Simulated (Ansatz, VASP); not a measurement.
GaSb in VASP and in Ansatz

Contents of POSCAR:

```
GaSb
1.0
    0.0000000000      3.0658787986      3.0658787986
    3.0658787986      0.0000000000      3.0658787986
    3.0658787986      3.0658787986      0.0000000000
Ga Sb
1 1
Direct
    0.0000000000      0.0000000000      0.0000000000
    0.2500000000      0.2500000000      0.2500000000
```

Contents of INCAR.step1:

```
ALGO = Normal
EDIFF = 1E-5
ENCUT = 520
GGA = PE
ISIF = 2
ISMEAR = -1
LASPH = True
LCHARG = False
LREAL = False
LWAVE = True
NBANDS = 16
NELM = 60
PREC = Accurate
SIGMA = 0.02
```

The input INCAR.step2:

```
ALGO = Normal
EDIFF = 1E-6
ENCUT = 520
GGA = PE
HFSCREEN = 0.2079
ISIF = 2
ISMEAR = -1
ISTART = 1
LASPH = True
LCHARG = False
LHFCALC = True
LREAL = False
LWAVE = False
NBANDS = 16
NELM = 60
PREC = Accurate
PRECFOCK = Normal
SIGMA = 0.02
```

Contents of KPOINTS:

```
k-points
0
Gamma
  4 4 4
```

Input for Ansatz:

```yaml
crystal:
  lattice:
    - [0.0, 3.0658787986, 3.0658787986]
    - [3.0658787986, 0.0, 3.0658787986]
    - [3.0658787986, 3.0658787986, 0.0]
  atoms:
    - { symbol: Ga, position: [0.0, 0.0, 0.0] }
    - { symbol: Sb, position: [0.25, 0.25, 0.25] }
kpoints:
  mp_grid: { grid: [4, 4, 4] }
hamiltonian:
  xc: hse06
scf:
  occupations: { method: fermi_dirac, width: 0.02 }
  n_extra_bands: 4
output:
  forces: true
  stress: true
  eigenvalues: true
  write_density: true
  write_potential: true
  elf: true
  volumetric_format: npy
```

The cell was built by a generator and needn't be a form met in nature.

Alike in both runs: task single point; functional HSE06; k mesh 4 × 4 × 4; occupations fermi-dirac, width 0.02 eV; no spin polarisation.

```csv
,VASP,Ansatz
version,VASP 6.6.1,Ansatz 0.2.0
potentials or method,"VASP PAW PBE potentials, release 64 (Ga_d, Sb)","plane waves, PAW"
plane-wave cutoff (eV),520,420
valence electrons in the cell,18,28
```

```csv
,VASP,Ansatz,Ansatz less VASP
gap on the k mesh at the Fermi level (eV),0.85,0.83,-0.018
pressure (GPa),-0.1,0.4,+0.50
```

The two sets of potentials don't hold the same shells in valence. Ansatz warned: «stress_exchange_threshold_loose».

Caveats: the k mesh is coarse (spacing up to 0.44 Å⁻¹), so the values aren't converged, least of all with exact exchange; the PAW data sets were made with another functional, which shifts forces and pressure a little (VASP); spin-orbit coupling is left out, which moves the levels of the heavy elements. A k mesh can miss the band edges.
